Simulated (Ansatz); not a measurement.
## Quadrupolar parameters in Ge under strain

The cell is a COD entry, relaxed with PBE at fixed cell and then changed (z compressed by 2 %, ions relaxed).

```
Ge
1.0
     0.00000    2.82868    2.77210
     2.82868    0.00000    2.77210
     2.82868    2.82868    0.00000
Ge
2
Cartesian
  0.0000 0.0000 0.0000
  1.4143 1.4143 1.3861
```

Sites (sets of like atoms) are named by element and the number of their first atom in this list.

All values are calculated (Ansatz; DFT, PBE, plane waves and PAW, scalar-relativistic, 420 eV cutoff, Γ-centred 14×14×14 k-points, Fermi–Dirac smearing 0.05 eV), not measured.

Conventions: |V_zz| ≥ |V_yy| ≥ |V_xx|, η = (V_xx − V_yy)/V_zz, C_Q = eQV_zz/h.

⁷³Ge: I = 9/2, Q = -196.0 mb. Nuclear quadrupole moments: year-2017 set (Pyykkö).

| site | atoms (order as listed) | first shell | V_xx, V_yy, V_zz (10²¹ V/m²) | η | C_Q (MHz) |
| --- | --- | --- | --- | --- | --- |
| Ge | 1, 2 | 4 Ge at 2.43 Å | -0.046, -0.046, 0.093 | 0.00 | -0.439 |

An axis of threefold or higher order runs through Ge, so V_zz lies along it and η is zero.

With a gap of 0.11 eV under a smearing of 0.05 eV the band edges are partly filled, so small gradients can hang on the smearing and the k-mesh. At this changed cell the PBE pressure is 5 GPa.
